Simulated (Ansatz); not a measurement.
Crystal: HfN.

```
Hf N
1.0
     0.00000    2.45482    2.45482
     2.45482    0.00000    2.45482
     2.45482    2.45482    0.00000
Hf N
1 1
Direct
  0.00000 0.00000 0.00000
  0.25000 0.25000 0.25000
```

The cell comes from a database or a generator and needn't be the stable form of this composition.

```yaml
Program: Ansatz 0.2.0
Task: relaxation of cell and atoms
Functional: LDA
Potentials_or_basis: Ansatz PAW
Cutoff: "420 eV (not typed: the program's choice for these potentials)"
k_mesh: 9 × 9 × 9
Occupations: fermi-dirac, width 0.05 eV
Spin: no spin polarisation
Hubbard_terms: Hf d U = 4 eV
```

At the start: volume 14.79 Å³/atom.

Where does the relaxation end?

It ends after 6 steps and the volume is 14.48 Å³/atom (-2.1 %); space group F-43m (No. 216, to 0.05 Å).

Step by step:
| step | energy change (eV) | largest force (eV/Å) | volume (Å³) |
| --- | --- | --- | --- |
| 1 | 0.0000 | 0.0000 | 29.59 |
| 2 | -0.0094 | 0.0000 | 28.79 |
| 3 | -0.0096 | 0.0000 | 28.98 |
| 4 | -0.0078 | 0.0000 | 28.98 |
| 5 | -0.0079 | 0.0000 | 28.97 |
| 6 | -0.0078 | 0.0000 | 28.97 |

Final structure:
```cif
data_structure
_symmetry_space_group_name_H-M 'P 1'
_symmetry_Int_Tables_number 1
_cell_length_a 3.4473
_cell_length_b 3.4473
_cell_length_c 3.4473
_cell_angle_alpha 60.000
_cell_angle_beta 60.000
_cell_angle_gamma 60.000
_cell_volume 28.97
loop_
_atom_site_label
_atom_site_type_symbol
_atom_site_fract_x
_atom_site_fract_y
_atom_site_fract_z
_atom_site_occupancy
Hf1 Hf 0.00000 0.00000 0.00000 1
N1 N 0.25000 0.25000 0.25000 1
```

Caveat: the plane-wave basis is chosen anew once the cell has moved, so the energies of steps on either side of that aren't comparable; the pressure holds a Pulay correction of +0.5 GPa for the finite cutoff; U without spin polarisation on a metal has little footing; the PAW data sets come from PBE, with cores solved anew for the run's functional, which leaves a small shift of forces and pressure.
